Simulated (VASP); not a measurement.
# GaP (F-43m) in VASP: G0W0 quasiparticle levels with LDA

Aim: the G0W0 quasiparticle levels of GaP with LDA.

Program: VASP 6.6.1. These are calculated values, not measurements. Logs are shortened: lines on timing, memory, paths and dates and some standing lists are left out, and cuts for length are marked.

### Step 1. The crystal as given

The structure is cubic, space group F-43m (No. 216). Conventional cell: a = 5.451 Å, b = 5.451 Å, c = 5.451 Å, α = 90.00°, β = 90.00°, γ = 90.00°. Around Ga (site symmetry -43m) lie 4 P at 2.36 Å. P (site symmetry -43m) has 4 Ga at 2.36 Å as nearest neighbours.

### Step 2. G0W0 quasiparticle levels, LDA

The input, POSCAR:

```
GaP
1.0
    0.0000000000      2.7252500000      2.7252500000
    2.7252500000      0.0000000000      2.7252500000
    2.7252500000      2.7252500000      0.0000000000
Ga P
1 1
Direct
    0.0000000000      0.0000000000      0.0000000000
    0.7500000000      0.7500000000      0.7500000000
```

The input, INCAR.step1:

```
ALGO = Normal ; EDIFF = 1E-8
ENCUT = 500 ; ISMEAR = 0
KPAR = 4 ; LASPH = True
LCHARG = False ; LREAL = False
LWAVE = True ; NELM = 100
PREC = Accurate ; SIGMA = 0.01
```

The input, INCAR.step2:

```
ALGO = Exact ; EDIFF = 1E-8
ENCUT = 500 ; ISMEAR = 0
ISTART = 1 ; KPAR = 4
LASPH = True ; LCHARG = False
LOPTICS = True ; LREAL = False
LWAVE = True ; NBANDS = 269
NELM = 1 ; PREC = Accurate
SIGMA = 0.01
```

The input, INCAR.step3:

```
ALGO = EVGW0 ; EDIFF = 1E-8
ENCUT = 500 ; ENCUTGW = 200
ISMEAR = 0 ; ISTART = 1
KPAR = 4 ; LASPH = True
LCHARG = False ; LREAL = False
LWAVE = False ; NBANDS = 269
NBANDSGW = 17 ; NELMGW = 1
NOMEGA = 50 ; PREC = Accurate
PRECFOCK = Fast ; SIGMA = 0.01
```

The input, KPOINTS:

```
k-points
0
Gamma
  4 4 4
```

Potentials or basis: VASP PAW LDA potentials, release 64 (Ga_d_GW, P_GW).

The run is started by

```
$ cat potpaw_LDA.64/Ga_d_GW/POTCAR potpaw_LDA.64/P_GW/POTCAR > POTCAR
$ cp INCAR.step1 INCAR
$ mpirun -np 4 vasp_std > vasp.out
$ cp INCAR.step2 INCAR
$ mpirun -np 4 vasp_std > vasp.out
$ cp INCAR.step3 INCAR
$ mpirun -np 4 vasp_std > vasp.out
```

OUTCAR:

```text
EDIFF = 1E-8
   ENCUT = 500
   ENCUTGW = 200
   ISMEAR = 0
   ISTART = 1
   LASPH = True
   LREAL = False
   NELMGW = 1
   PREC = Accurate
   PRECFOCK = Fast

 ion  position               nearest neighbor table
   1  0.000  0.000  0.000-   2 2.36   2 2.36   2 2.36   2 2.36
   2  0.750  0.750  0.750-   1 2.36   1 2.36   1 2.36   1 2.36

  LATTYP: Found a face centered cubic cell.
 ALAT       =     5.4505000000

  Lattice vectors:

 A1 = (   0.0000000000,   2.7252500000,   2.7252500000)
 A2 = (   2.7252500000,   0.0000000000,   2.7252500000)
 A3 = (   2.7252500000,   2.7252500000,   0.0000000000)

Analysis of symmetry for initial positions (statically):
=====================================================================
 Subroutine PRICEL returns:
 Original cell was already a primitive cell.

 Routine SETGRP: Setting up the symmetry group for a
 face centered cubic supercell.

 Subroutine GETGRP returns: Found 24 space group operations
 (whereof 24 operations were pure point group operations)
 out of a pool of 48 trial point group operations.

The static configuration has the point symmetry T_d .

Analysis of symmetry for dynamics (positions and initial velocities):
=====================================================================
 Subroutine PRICEL returns:
 Original cell was already a primitive cell.

 Routine SETGRP: Setting up the symmetry group for a
 face centered cubic supercell.

 Subroutine GETGRP returns: Found 24 space group operations
 (whereof 24 operations were pure point group operations)
 out of a pool of 48 trial point group operations.

The dynamic configuration has the point symmetry T_d .

 Subroutine INISYM returns: Found 24 space group operations
 (whereof 24 operations are pure point group operations),
 and found     1 'primitive' translations

----------------------------------------------------------------------------------------

                                     Primitive cell

  volume of cell :      40.4808

  direct lattice vectors                    reciprocal lattice vectors
     0.000000000  2.725250000  2.725250000    -0.183469406  0.183469406  0.183469406
     2.725250000  0.000000000  2.725250000     0.183469406 -0.183469406  0.183469406
     2.725250000  2.725250000  0.000000000     0.183469406  0.183469406 -0.183469406

  length of vectors
     3.854085511  3.854085511  3.854085511     0.317778334  0.317778334  0.317778334

  position of ions in fractional coordinates (direct lattice)
     0.000000000  0.000000000  0.000000000
     0.750000000  0.750000000  0.750000000

  ion indices of the primitive-cell ions
   primitive index   ion index
                 1           1
                 2           2

----------------------------------------------------------------------------------------

 KPOINTS: k-points

Automatic generation of k-mesh.
 Grid dimensions read from file:
 generate k-points for:    4    4    4

 Generating k-lattice:

  Cartesian coordinates                     Fractional coordinates (reciprocal lattice)
    -0.045867352  0.045867352  0.045867352     0.250000000  0.000000000  0.000000000
     0.045867352 -0.045867352  0.045867352     0.000000000  0.250000000  0.000000000
     0.045867352  0.045867352 -0.045867352     0.000000000  0.000000000  0.250000000

  Length of vectors
     0.079444583  0.079444583  0.079444583

  Shift w.r.t. Gamma in fractional coordinates (k-lattice)
     0.000000000  0.000000000  0.000000000

 Subroutine IBZKPT returns following result:
 ===========================================

 Found      8 irreducible k-points:

 Following reciprocal coordinates:
            Coordinates               Weight
  0.000000  0.000000  0.000000      1.000000
  0.250000  0.000000  0.000000      8.000000
  0.500000  0.000000  0.000000      4.000000
  0.250000  0.250000  0.000000      6.000000
  0.500000  0.250000  0.000000     24.000000
 -0.250000  0.250000  0.000000     12.000000
  0.500000  0.500000  0.000000      3.000000
 -0.250000  0.500000  0.250000      6.000000
   k-points           NKPTS =      8   k-points in BZ     NKDIM =     64   number of bands    NBANDS=    269
   number of dos      NEDOS =    301   number of ions     NIONS =      2
   total plane-waves  NPLWV =  21952
   dimension x,y,z NGX =    28 NGY =   28 NGZ =   28
   dimension x,y,z NGXF=    56 NGYF=   56 NGZF=   56
   ions per type =               1   1
   NGX,Y,Z   is equivalent  to a cutoff of  12.08, 12.08, 12.08 a.u.
   NGXF,Y,Z  is equivalent  to a cutoff of  24.16, 24.16, 24.16 a.u.
 SYSTEM =  unknown system
   PREC   = accura    normal or accurate (medium, high low for compatibility)
   ISTART =      1    job   : 0-new  1-cont  2-samecut
   ICHARG =      0    charge: 1-file 2-atom 10-const
   ISPIN  =      1    spin polarized calculation?
   LNONCOLLINEAR =      F non collinear calculations
   LSORBIT =      F    spin-orbit coupling
   LASPH  =      T    aspherical Exc in radial PAW
   ENCUT  =  500.0 eV  36.75 Ry    6.06 a.u.   7.03  7.03  7.03*2*pi/ulx,y,z
   NELM   =     60;   NELMIN=  2; NELMDL=  0     # of ELM steps
   EDIFF  = 0.1E-07   stopping-criterion for ELM
   LREAL  =      F    real-space projection
   EDIFFG = 0.1E-06   stopping-criterion for IOM
   NSW    =      0    number of steps for IOM
   IBRION =     -1    ionic relax: 0-MD 1-quasi-New 2-CG
   NFREE  =      0    steps in history (QN), initial steepest desc. (CG)
   ISIF   =      0    stress and relaxation
   ISYM   =      3    0-nonsym 1-usesym 2-fastsym
   POTIM  = 0.5000    time-step for ionic-motion
   TEBEG  =    0.0;   TEEND  =   0.0 temperature during run
   PSTRESS=    0.0 pullay stress
   NELECT =      18.0000    total number of electrons
   NUPDOWN=      -1.0000    fix difference up-down
   EMIN   =  10.00;   EMAX   =-10.00  energy-range for DOS
   EFERMI =   0.00;   METHOD = LEGACY
   ISMEAR =     0;   SIGMA  =   0.01  broadening in eV -4-tet -1-fermi 0-gaus
   EFERMI_NEDOS =   21; number of points for ismear=-14 and -15
   IALGO  =     38    algorithm
   IMIX   =      4    mixing-type and parameters
     AMIX     =   0.40;   BMIX     =  1.00
     AMIX_MAG =   1.60;   BMIX_MAG =  1.00
  volume/ion in A,a.u.               =      20.24       136.59
  Fermi-wavevector in a.u.,A,eV,Ry     =   1.249538  2.361284 21.243377  1.561344
  Thomas-Fermi vector in A             =   2.383574
   LORBIT       =      0    0 simple, 1 ext, 2 COOP (PROOUT), +10 PAW based schemes
   GGA     = CA    functional components
   LHFCALC =     T    Hartree Fock is set to
   PRECFOCK=fast      Normal, Fast or Accurate (Low or Medium for compatibility)
   ENCUT4O =  -1.0   cutoff for four orbital integrals eV
   NKREDX  =     1    reduce k-point grid by
   NKREDY  =     1    reduce k-point grid by
   NKREDZ  =     1    reduce k-point grid by
   AEXX    =    1.0000 exact exchange contribution
   HFSCREEN=    0.0000 screening length (either q_TF or 0.3 A-1)
   HFSCREENC=   0.0000 screening length for correlation (either q_TF or 0.3 A-1)
   ENCUTFOCK=  -1.0 apply spherical cutoff to Coloumb kernel
   IVDW    =     0    specifies the selected vdW correction
   LEPSILON=     F    determine dielectric tensor
   LRPA    =     F    only Hartree local field effects (RPA)
   LRPAFORCE           =     F    calculate RPA forces
   ENCUTGW             = 200.0    cutoff for response function in eV
   ENCUTGWSOFT         = 160.0    soft cutoff for Coulomb kernel in GW response function in eV
   ENCUTLF             =  -1.0    cutoff for local field effects
   NELMGW              =     1    number of iterations in solving QP/BSE equation
   NELMHF              =     1    number of iterations in the inner HF iteration
   NKREDLFX            =     1    NKREDLFY  =   1   NKREDLFZ  =   1
 non-spin polarized calculation
 Gauss-broadening in eV      SIGMA  =   0.01
  energy-cutoff  :      500.00
  volume of cell :       40.48
 maximum number of plane-waves:      1056
  NGX = 16; NGY = 16; NGZ = 16
   NGX = 13   NGY = 13   NGZ = 13
 maximum number of plane-waves:       268

 QP shifts <psi_nk| G(iteration)W_0 |psi_nk>: iteration 1
 for sc-GW calculations column KS-energies equals QP-energies in previous step
 and V_xc(KS)=  KS-energies - (<T + V_ion + V_H > + <T+V_H+V_ion>^1  + <V_x>^1)

 k-point   1 :       0.0000    0.0000    0.0000
  band No.  KS-energies  QP-energies   sigma(KS)   V_xc(KS)     V^pw_x(r,r')   Z            occupation Imag(sigma)

      1     -10.5427     -12.5804     -24.8290     -21.8385     -34.9793       0.6814       2.0000       0.2017
      2     -10.5427     -12.5804     -24.8290     -21.8385     -34.9793       0.6814       2.0000       0.2017
      3     -10.5427     -12.5804     -24.8290     -21.8385     -34.9793       0.6814       2.0000       0.2017
      4     -10.4464     -12.5125     -24.9809     -21.9565     -35.1079       0.6831       2.0000       0.1714
      5     -10.4464     -12.5125     -24.9809     -21.9565     -35.1079       0.6831       2.0000       0.1714
      6      -8.3085      -8.7445     -12.2248     -11.5455     -18.6277       0.6418       2.0000       0.9791
[... 9 lines left out ...]
     16      13.9130      14.2211     -10.6144     -11.0273      -4.9804       0.7461       0.0000      -0.2766
     17      16.4285      16.5351      -8.5093      -8.6499      -2.4477       0.7580       0.0000      -0.5938

 k-point   2 :       0.2500    0.0000    0.0000
  band No.  KS-energies  QP-energies   sigma(KS)   V_xc(KS)     V^pw_x(r,r')   Z            occupation Imag(sigma)

      1     -10.5820     -12.5805     -24.5834     -21.6423     -34.6911       0.6795       2.0000       0.2193
      2     -10.5286     -12.5705     -24.8580     -21.8647     -35.0122       0.6822       2.0000       0.2003
      3     -10.5286     -12.5705     -24.8580     -21.8647     -35.0122       0.6822       2.0000       0.2003
      4     -10.4456     -12.5162     -24.9811     -21.9583     -35.1123       0.6850       2.0000       0.1716
      5     -10.4456     -12.5162     -24.9811     -21.9583     -35.1123       0.6850       2.0000       0.1716
      6      -7.5310      -8.0118     -12.5989     -11.8802     -18.7777       0.6691       2.0000       0.9105
[... 9 lines left out ...]
     16      13.8400      13.9966      -8.2064      -8.4128      -2.4949       0.7583       0.0000      -0.3376
     17      17.0195      17.2716      -9.2627      -9.6012      -2.9755       0.7448       0.0000      -0.5481

 k-point   3 :       0.5000    0.0000    0.0000
  band No.  KS-energies  QP-energies   sigma(KS)   V_xc(KS)     V^pw_x(r,r')   Z            occupation Imag(sigma)
[... 85 lines left out ...]
      1     -10.6520     -12.6090     -24.3888     -21.4907     -34.4739       0.6753       2.0000       0.2342
      2     -10.4821     -12.5237     -24.8605     -21.8550     -34.9690       0.6793       2.0000       0.1776
      3     -10.4794     -12.5489     -24.9702     -21.9655     -35.1453       0.6888       2.0000       0.1961
      4     -10.4794     -12.5489     -24.9702     -21.9655     -35.1453       0.6888       2.0000       0.1961
      5     -10.4255     -12.5078     -25.0159     -21.9959     -35.1628       0.6895       2.0000       0.1698
      6      -5.2938      -5.8118     -13.5037     -12.7519     -19.0221       0.6890       2.0000       0.6527
[... 9 lines left out ...]
     16      17.0055      17.2753     -10.9900     -11.3472      -4.6163       0.7552       0.0000      -0.5721
     17      17.0055      17.2753     -10.9900     -11.3472      -4.6163       0.7552       0.0000      -0.5721

 k-point   8 :      -0.2500    0.5000    0.2500
  band No.  KS-energies  QP-energies   sigma(KS)   V_xc(KS)     V^pw_x(r,r')   Z            occupation Imag(sigma)

      1     -10.6323     -12.5869     -24.4039     -21.5098     -34.4963       0.6754       2.0000       0.2357
      2     -10.5062     -12.5629     -24.9132     -21.9104     -35.0728       0.6849       2.0000       0.1946
      3     -10.4848     -12.5426     -24.9295     -21.9288     -35.0918       0.6858       2.0000       0.1944
      4     -10.4619     -12.5182     -24.9462     -21.9306     -35.0770       0.6819       2.0000       0.1746
      5     -10.4383     -12.5081     -24.9847     -21.9663     -35.1225       0.6857       2.0000       0.1708
      6      -5.1979      -5.7335     -13.6933     -12.9236     -19.2157       0.6958       2.0000       0.6383
[... 9 lines left out ...]
     16      17.7760      18.1415     -10.9635     -11.4602      -4.0301       0.7359       0.0000      -0.6637
     17      17.8612      18.1020     -10.2640     -10.5839      -3.7097       0.7529       0.0000      -0.6561
```

It took 100 s on 4 MPI ranks of Intel Xeon Platinum 8488C (Sapphire Rapids), shared host; peak memory 0.55 GiB.

What came out:

```yaml
Band_gap_on_the_k_mesh_mean-field_level: 1.46 eV, indirect (least direct gap 1.62 eV)
Quasiparticle_gap: 2.13 eV
Least_direct_quasiparticle_gap: 2.61 eV
```

Caveat: the k mesh is coarse (spacing up to 0.50 Å⁻¹), so the values aren't converged; bands, screening cutoff and mesh are small and nothing is extrapolated, so the quasiparticle values aren't converged. A k mesh can miss the band edges.
